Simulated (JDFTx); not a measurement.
Runs of JDFTx 1.7.0 (patched build) on NaI. The structure is cubic, space group Fm-3m (No. 225). The conventional cell has a = 6.473 Å, b = 6.473 Å, c = 6.473 Å, α = 90.00°, β = 90.00°, γ = 90.00°. I (site symmetry m-3m) is surrounded by 6 Na at 3.24 Å. Around Na (site symmetry m-3m) lie 6 I at 3.24 Å. 

```csv
task,level,potentials or basis,k mesh,share of exact exchange,SCF threshold on the energy,further solve for the empty bands,mesh quality,gap on the mesh (eV),pressure (GPa)
single point,PBE0 (exact-exchange share 0.2),PseudoDojo-SR-PBE-0.5-standard with smoothed tails,2 × 2 × 2,0.2,1e-07 Ha,yes,coarse,5.02,2.5
single point,PBE0 (exact-exchange share 0.25),PseudoDojo-SR-PBE-0.5-standard with smoothed tails,2 × 2 × 2,0.25,1e-07 Ha,yes,coarse,(a),2.5
single point,PBEsol,PseudoDojo-SR-PBEsol-0.4.1-standard with smoothed tails,7 × 7 × 7,-,1e-09 Ha,yes,not flagged,3.51,-0.5
single point,PBE0 (exact-exchange share 0.3),PseudoDojo-SR-PBE-0.5-standard with smoothed tails,2 × 2 × 2,0.3,1e-07 Ha,yes,coarse,5.75,2.5
single point,PBE0 (exact-exchange share 0.1),PseudoDojo-SR-PBE-0.5-standard with smoothed tails,2 × 2 × 2,0.1,1e-07 Ha,yes,coarse,4.29,2.6
single point,HSE06,PseudoDojo-SR-PBE-0.5-standard with smoothed tails,2 × 2 × 2,-,1e-07 Ha,yes,coarse,(b),2.6
```

Alike in all rows: no spin polarisation; cell as given; cutoff (eV) 1197; smearing fermi-dirac 0.05 eV.

Task: Estimate the missing entries.

Result: (a) 5.39; (b) 4.66.

Caveats: some runs use coarse meshes; spin-orbit coupling is left out, which moves the levels of the heavy elements; the hybrid runs on potentials with a model core (some runs); the potentials were made for another functional, which shifts forces and pressure (some runs); this program's HSE differs a little from the usual definition (some runs).

A k mesh can miss the band edges, and the runs leave out spin-orbit coupling on I.
